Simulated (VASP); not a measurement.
# Sb2S3 (Stibnite) (Pnma) in VASP: relaxation of cell and atoms with PBEsol

Aim: the relaxation of cell and atoms of Sb2S3 (Stibnite) with PBEsol.

All numbers are computed with VASP 6.6.1; they aren't measurements. Logs are shortened: lines on timing, memory, paths and dates and some standing lists are left out, and cuts for length are marked.

## (1) The crystal as given

It takes space group Pnma (No. 62, orthorhombic). The conventional cell has a = 11.285 Å, b = 3.830 Å, c = 10.918 Å, α = 90.00°, β = 90.00°, γ = 90.00°. Sb (site symmetry m) has 3 S at 2.55 to 2.57 Å as nearest neighbours. Sb (site symmetry m) is surrounded by 5 S at 2.50 to 2.84 Å. S (site symmetry m) is surrounded by 3 Sb at 2.55 to 2.66 Å. S (site symmetry m) has 3 Sb at 2.50 to 2.84 Å as nearest neighbours. Around S (site symmetry m) lie 2 Sb at 2.57 Å.

## (2) Relaxation of cell and atoms, PBEsol

The input, INCAR:

```
SYSTEM = Sb2S3
PREC     = Accurate       ! precision mode
ENCUT    = 600            ! plane-wave cutoff, eV
EDIFF    = 1E-7           ! SCF threshold, eV
ISMEAR   = 0              ! smearing method
SIGMA    = 0.03           ! smearing width, eV
LREAL    = .False.        ! projectors in reciprocal space
LASPH    = .True.         ! aspherical terms in the spheres
NELM     = 80             ! most SCF steps
ALGO     = Normal         ! electronic algorithm
ISIF     = 3              ! what is computed and relaxed
LWAVE    = .False.        ! write WAVECAR
LCHARG   = .False.        ! write CHGCAR
GGA      = PS             ! functional
IBRION   = 2              ! ionic algorithm
NSW      = 90             ! ionic steps
EDIFFG   = -0.005         ! ionic threshold
KPAR     = 4
```

The input, KPOINTS:

```
Automatic mesh
0
Gamma
  4 8 4
  0 0 0
```

The input, POSCAR:

```
Sb2S3                                   
1.0
   11.2845302299      0.0000000000      0.0000000000
    0.0000000000      3.8296211943      0.0000000000
    0.0000000000     -0.0000000000     10.9181765805
  Sb              S             
     8    12
Direct
     0.4754480274759359    0.2500000000000000    0.3259066344764594
     0.0245519725240640    0.7500000000000000    0.8259066344764595
     0.9754480274759361    0.2500000000000000    0.1740933655235405
     0.5245519725240639    0.7500000000000000    0.6740933655235405
     0.3472530307959913    0.7500000000000000    0.0323188464540695
     0.1527469692040088    0.2500000000000000    0.5323188464540695
     0.8472530307959912    0.7500000000000000    0.4676811535459304
     0.6527469692040088    0.2500000000000000    0.9676811535459305
     0.2902209768917202    0.2500000000000000    0.1914533679309812
     0.2097790231082798    0.7500000000000000    0.6914533679309812
     0.7902209768917203    0.2500000000000000    0.3085466320690188
     0.7097790231082797    0.7500000000000000    0.8085466320690188
     0.5485236457442748    0.7500000000000000    0.1269945426137458
     0.9514763542557252    0.2500000000000000    0.6269945426137457
     0.0485236457442747    0.7500000000000000    0.3730054573862541
     0.4514763542557251    0.2500000000000000    0.8730054573862543
     0.3740520403601438    0.7500000000000000    0.4424432104455342
     0.1259479596398561    0.2500000000000000    0.9424432104455341
     0.8740520403601438    0.7500000000000000    0.0575567895544658
     0.6259479596398562    0.2500000000000000    0.5575567895544659
```

Potentials or basis: VASP PAW PBE potentials, release 64 (Sb, S).

The run is started by

```sh
$ cat potpaw_PBE.64/Sb/POTCAR potpaw_PBE.64/S/POTCAR > POTCAR
$ mpirun -np 4 vasp_std > vasp.out
```

OUTCAR:

```text
SYSTEM = Sb2S3
   PREC = Accurate
   ENCUT = 600
   EDIFF = 1E-7
   ISMEAR = 0
   LREAL = .False.
   LASPH = .True.
   NELM = 80
   ISIF = 3
   GGA = PS
   IBRION = 2
   NSW = 90
   EDIFFG = -0.005

 ion  position               nearest neighbor table
   1  0.475  0.250  0.326-   9 2.55  17 2.57  17 2.57  13 3.01  13 3.01  20 3.05
   2  0.025  0.750  0.826-  10 2.55  18 2.57  18 2.57  14 3.01  14 3.01  19 3.05
   3  0.975  0.250  0.174-  11 2.55  19 2.57  19 2.57  15 3.01  15 3.01  18 3.05
   4  0.525  0.750  0.674-  12 2.55  20 2.57  20 2.57  16 3.01  16 3.01  17 3.05
   5  0.347  0.750  0.032-  13 2.50   9 2.66   9 2.66  16 2.84  16 2.84
   6  0.153  0.250  0.532-  14 2.50  10 2.66  10 2.66  15 2.84  15 2.84
   7  0.847  0.750  0.468-  15 2.50  11 2.66  11 2.66  14 2.84  14 2.84
   8  0.653  0.250  0.968-  16 2.50  12 2.66  12 2.66  13 2.84  13 2.84
   9  0.290  0.250  0.191-   1 2.55   5 2.66   5 2.66
  10  0.210  0.750  0.691-   2 2.55   6 2.66   6 2.66
  11  0.790  0.250  0.309-   3 2.55   7 2.66   7 2.66
  12  0.710  0.750  0.809-   4 2.55   8 2.66   8 2.66
  13  0.549  0.750  0.127-   5 2.50   8 2.84   8 2.84   1 3.01   1 3.01
  14  0.951  0.250  0.627-   6 2.50   7 2.84   7 2.84   2 3.01   2 3.01
  15  0.049  0.750  0.373-   7 2.50   6 2.84   6 2.84   3 3.01   3 3.01
  16  0.451  0.250  0.873-   8 2.50   5 2.84   5 2.84   4 3.01   4 3.01
  17  0.374  0.750  0.442-   1 2.57   1 2.57   4 3.05
  18  0.126  0.250  0.942-   2 2.57   2 2.57   3 3.05
  19  0.874  0.750  0.058-   3 2.57   3 2.57   2 3.05
  20  0.626  0.250  0.558-   4 2.57   4 2.57   1 3.05

  LATTYP: Found a simple orthorhombic cell.
 ALAT       =     3.8296211943
 B/A-ratio  =     2.8509808220
 C/A-ratio  =     2.9466439779

  Lattice vectors:

 A1 = (   0.0000000000,   3.8296211943,   0.0000000000)
 A2 = (   0.0000000000,   0.0000000000,  10.9181765805)
 A3 = (  11.2845302299,   0.0000000000,   0.0000000000)

Analysis of symmetry for initial positions (statically):
=====================================================================
 Subroutine PRICEL returns:
 Original cell was already a primitive cell.

 Routine SETGRP: Setting up the symmetry group for a
 simple orthorhombic supercell.

 Subroutine GETGRP returns: Found  8 space group operations
 (whereof  2 operations were pure point group operations)
 out of a pool of  8 trial point group operations.

The static configuration has the point symmetry S_2 .
 The point group associated with its full space group is D_2h.

Analysis of symmetry for dynamics (positions and initial velocities):
=====================================================================
 Subroutine PRICEL returns:
 Original cell was already a primitive cell.

 Routine SETGRP: Setting up the symmetry group for a
 simple orthorhombic supercell.

 Subroutine GETGRP returns: Found  8 space group operations
 (whereof  2 operations were pure point group operations)
 out of a pool of  8 trial point group operations.

The dynamic configuration has the point symmetry S_2 .
 The point group associated with its full space group is D_2h.

 Subroutine INISYM returns: Found  8 space group operations
 (whereof  2 operations are pure point group operations),
 and found     1 'primitive' translations

----------------------------------------------------------------------------------------

                                     Primitive cell

  volume of cell :     471.8342

  direct lattice vectors                    reciprocal lattice vectors
    11.284530230  0.000000000  0.000000000     0.088616892  0.000000000  0.000000000
     0.000000000  3.829621194  0.000000000     0.000000000  0.261122432  0.000000000
     0.000000000  0.000000000 10.918176581     0.000000000  0.000000000  0.091590385

  length of vectors
    11.284530230  3.829621194 10.918176581     0.088616892  0.261122432  0.091590385

  position of ions in fractional coordinates (direct lattice)
     0.475448027  0.250000000  0.325906634
     0.024551973  0.750000000  0.825906634
     0.975448027  0.250000000  0.174093366
     0.524551973  0.750000000  0.674093366
     0.347253031  0.750000000  0.032318846
     0.152746969  0.250000000  0.532318846
[... 12 lines left out ...]
     0.874052040  0.750000000  0.057556790
     0.625947960  0.250000000  0.557556790

  ion indices of the primitive-cell ions
   primitive index   ion index
                 1           1
                 2           2
                 3           3
                 4           4
                 5           5
                 6           6
[... 12 lines left out ...]
                19          19
                20          20

----------------------------------------------------------------------------------------

 KPOINTS: Automatic mesh

Automatic generation of k-mesh.
 Grid dimensions read from file:
 generate k-points for:    4    8    4

 Generating k-lattice:

  Cartesian coordinates                     Fractional coordinates (reciprocal lattice)
     0.022154223  0.000000000  0.000000000     0.250000000  0.000000000  0.000000000
     0.000000000  0.032640304  0.000000000     0.000000000  0.125000000  0.000000000
     0.000000000  0.000000000  0.022897596     0.000000000  0.000000000  0.250000000

  Length of vectors
     0.022154223  0.032640304  0.022897596

  Shift w.r.t. Gamma in fractional coordinates (k-lattice)
     0.000000000  0.000000000  0.000000000

 Subroutine IBZKPT returns following result:
 ===========================================

 Found     45 irreducible k-points:

 Following reciprocal coordinates:
            Coordinates               Weight
  0.000000  0.000000  0.000000      1.000000
  0.250000  0.000000  0.000000      2.000000
  0.500000  0.000000  0.000000      1.000000
  0.000000  0.125000  0.000000      2.000000
  0.250000  0.125000  0.000000      4.000000
  0.500000  0.125000  0.000000      2.000000
[... 16 lines left out ...]
  0.250000  0.250000  0.250000      8.000000
  0.500000  0.250000  0.250000      4.000000
 [... further k-points ...]
   k-points           NKPTS =     45   k-points in BZ     NKDIM =     45   number of bands    NBANDS=     67
   number of dos      NEDOS =    301   number of ions     NIONS =     20
   total plane-waves  NPLWV = 259200
   dimension x,y,z NGX =    90 NGY =   32 NGZ =   90
   dimension x,y,z NGXF=   180 NGYF=   64 NGZF=  180
   ions per type =               8  12
   NGX,Y,Z   is equivalent  to a cutoff of  13.26, 13.89, 13.70 a.u.
   NGXF,Y,Z  is equivalent  to a cutoff of  26.52, 27.78, 27.41 a.u.
 SYSTEM =  Sb2S3
   PREC   = accura    normal or accurate (medium, high low for compatibility)
   ISTART =      0    job   : 0-new  1-cont  2-samecut
   ICHARG =      2    charge: 1-file 2-atom 10-const
   ISPIN  =      1    spin polarized calculation?
   LNONCOLLINEAR =      F non collinear calculations
   LSORBIT =      F    spin-orbit coupling
   LASPH  =      T    aspherical Exc in radial PAW
   ENCUT  =  600.0 eV  44.10 Ry    6.64 a.u.  22.54  7.65 21.81*2*pi/ulx,y,z
   NELM   =     80;   NELMIN=  2; NELMDL= -5     # of ELM steps
   EDIFF  = 0.1E-06   stopping-criterion for ELM
   LREAL  =      F    real-space projection
   EDIFFG = -.5E-02   stopping-criterion for IOM
   NSW    =     90    number of steps for IOM
   IBRION =      2    ionic relax: 0-MD 1-quasi-New 2-CG
   NFREE  =      1    steps in history (QN), initial steepest desc. (CG)
   ISIF   =      3    stress and relaxation
   ISYM   =      2    0-nonsym 1-usesym 2-fastsym
   POTIM  = 0.5000    time-step for ionic-motion
   TEBEG  =    0.0;   TEEND  =   0.0 temperature during run
   PSTRESS=    0.0 pullay stress
   NELECT =     112.0000    total number of electrons
   NUPDOWN=      -1.0000    fix difference up-down
   EMIN   =  10.00;   EMAX   =-10.00  energy-range for DOS
   EFERMI =   0.00;   METHOD = LEGACY
   ISMEAR =     0;   SIGMA  =   0.03  broadening in eV -4-tet -1-fermi 0-gaus
   EFERMI_NEDOS =   21; number of points for ismear=-14 and -15
   IALGO  =     38    algorithm
   IMIX   =      4    mixing-type and parameters
     AMIX     =   0.40;   BMIX     =  1.00
     AMIX_MAG =   1.60;   BMIX_MAG =  1.00
  volume/ion in A,a.u.               =      23.59       159.20
  Fermi-wavevector in a.u.,A,eV,Ry     =   1.013641  1.915505 13.979565  1.027469
  Thomas-Fermi vector in A             =   2.146822
   LORBIT       =      0    0 simple, 1 ext, 2 COOP (PROOUT), +10 PAW based schemes
   GGA     = PS    functional components
   LHFCALC =     F    Hartree Fock is set to
   AEXX    =    0.0000 exact exchange contribution
   IVDW    =     0    specifies the selected vdW correction
   LEPSILON=     F    determine dielectric tensor
   LRPA    =     F    only Hartree local field effects (RPA)
 conjugate gradient relaxation of ions
 non-spin polarized calculation
 Gauss-broadening in eV      SIGMA  =   0.03
  energy-cutoff  :      600.00
  volume of cell :      471.83
 maximum number of plane-waves:     15796
   NGX = 45   NGY = 15   NGZ = 43

--------------------------------------- Ionic step        1  -------------------------------------------

 number of electron     111.9999990 magnetization

 Free energy of the ion-electron system (eV)
  ---------------------------------------------------
  ext. energy  EPLUGINS =         0.00000000
  ---------------------------------------------------
  free energy    TOTEN  =       -94.90758925 eV

  energy without entropy =      -94.90758925  energy(sigma->0) =      -94.90758925

------------------------ aborting loop because EDIFF is reached ----------------------------------------

  FORCE on cell =-STRESS in cart. coord.  units (eV):
  Direction    XX          YY          ZZ          XY          YZ          ZX
  --------------------------------------------------------------------------------------
  -------------------------------------------------------------------------------------
  Total       -0.0069877     -0.1402114     -0.0912209      0.0000000      0.0000000      0.0000000
  in kB       -0.0237278     -0.4761068     -0.3097530      0.0000000      0.0000000      0.0000000
  external PRESSURE =      -0.2698625 kB  Pullay stress =       0.0000000 kB
[... 147 lines left out ...]
  energy  without entropy=      -94.9076411685  energy(sigma->0) =      -94.90764117

--------------------------------------- Ionic step        4  -------------------------------------------

 number of electron     111.9999990 magnetization

 Free energy of the ion-electron system (eV)
  ---------------------------------------------------
  ext. energy  EPLUGINS =         0.00000000
  ---------------------------------------------------
  free energy    TOTEN  =       -94.90765923 eV

  energy without entropy =      -94.90765923  energy(sigma->0) =      -94.90765923

 E-fermi :   5.6889     XC(G=0):  -9.7829

 val. band max:        5.5453424002   @ k =   0.0000   0.0000   0.0000
 cond. band min:       6.7212726010   @ k =   0.0000   0.0000   0.2500
 fundamental gap:      1.1759302008
 Fermi energy:         5.6889437224

 k-point     1 :       0.0000    0.0000    0.0000
  band No.  band energies     occupation
      1      -8.8827      2.00000
      2      -8.5662      2.00000
      3      -8.0941      2.00000
      4      -7.9687      2.00000
      5      -7.8765      2.00000
      6      -7.6075      2.00000
[... 1669 lines left out ...]
     66       8.6816      0.00000
     67       8.9042      0.00000

 [... further k-points ...]

------------------------ aborting loop because EDIFF is reached ----------------------------------------

  FORCE on cell =-STRESS in cart. coord.  units (eV):
  Direction    XX          YY          ZZ          XY          YZ          ZX
  --------------------------------------------------------------------------------------
  -------------------------------------------------------------------------------------
  Total       -0.0412959      0.0206917     -0.0038607      0.0000000     -0.0000000      0.0000000
  in kB       -0.1402890      0.0702930     -0.0131154      0.0000000     -0.0000000      0.0000000
  external PRESSURE =      -0.0277038 kB  Pullay stress =       0.0000000 kB
[... 35 lines left out ...]
  FREE ENERGIE OF THE ION-ELECTRON SYSTEM (eV)
  ---------------------------------------------------
  free  energy   TOTEN  =       -94.9076592251 eV

  energy  without entropy=      -94.9076592251  energy(sigma->0) =      -94.90765923

 reached required accuracy - stopping structural energy minimisation
```

It took 36 min on 4 MPI ranks of AMD EPYC 7R43 (Zen 3), shared host; peak memory 1.4 GiB.

Results:

```yaml
Free_energy: -94.9077 eV
Relaxed_volume: 23.58 Å³/atom
Relaxed_cell: a = 11.285 Å, b = 3.828 Å, c = 10.916 Å, α = 90.00°, β = 90.00°, γ = 90.00°
Space_group_after_relaxing_to_0.05_Å: Pnma (No. 62)
Energy_gained_by_relaxing: 0.0 meV/atom
Ionic_steps: 4
Pressure_after_relaxing: 0.0 GPa
Largest_force_after_relaxing: 0.004 eV/Å
Band_gap_on_the_k_mesh: 1.18 eV, indirect (least direct gap 1.19 eV)
```

Forces on the atoms (eV/Å):
```
Sb   0.002  0.000 -0.002
Sb  -0.002  0.000 -0.002
Sb   0.002  0.000  0.002
Sb  -0.002  0.000  0.002
Sb  -0.001  0.000 -0.001
Sb   0.001  0.000 -0.001
Sb  -0.001  0.000  0.001
Sb   0.001  0.000  0.001
S   -0.001  0.000  0.003
S    0.001  0.000  0.003
S   -0.001  0.000 -0.003
S    0.001  0.000 -0.003
S   -0.001  0.000 -0.003
S    0.001  0.000 -0.003
S   -0.001  0.000  0.003
S    0.001  0.000  0.003
S    0.002  0.000  0.002
S   -0.002  0.000  0.002
S    0.002  0.000 -0.002
S   -0.002  0.000 -0.002
```

Final structure:
```
Sb S
1.0
    11.28518    0.00000    0.00000
     0.00000    3.82837    0.00000
     0.00000    0.00000   10.91620
Sb S
8 12
Direct
  0.47548 0.25000 0.32595
  0.02452 0.75000 0.82595
  0.97548 0.25000 0.17405
  0.52452 0.75000 0.67405
  0.34723 0.75000 0.03229
  0.15277 0.25000 0.53229
  0.84723 0.75000 0.46771
  0.65277 0.25000 0.96771
  0.29017 0.25000 0.19146
  0.20983 0.75000 0.69146
  0.79017 0.25000 0.30854
  0.70983 0.75000 0.80854
  0.54855 0.75000 0.12694
  0.95145 0.25000 0.62694
  0.04855 0.75000 0.37306
  0.45145 0.25000 0.87306
  0.37409 0.75000 0.44243
  0.12591 0.25000 0.94243
  0.87409 0.75000 0.05757
  0.62591 0.25000 0.55757
```

Caveat: the PAW data sets were made with another functional, which shifts forces and pressure a little; spin-orbit coupling is left out, which moves the levels of the heavy elements.
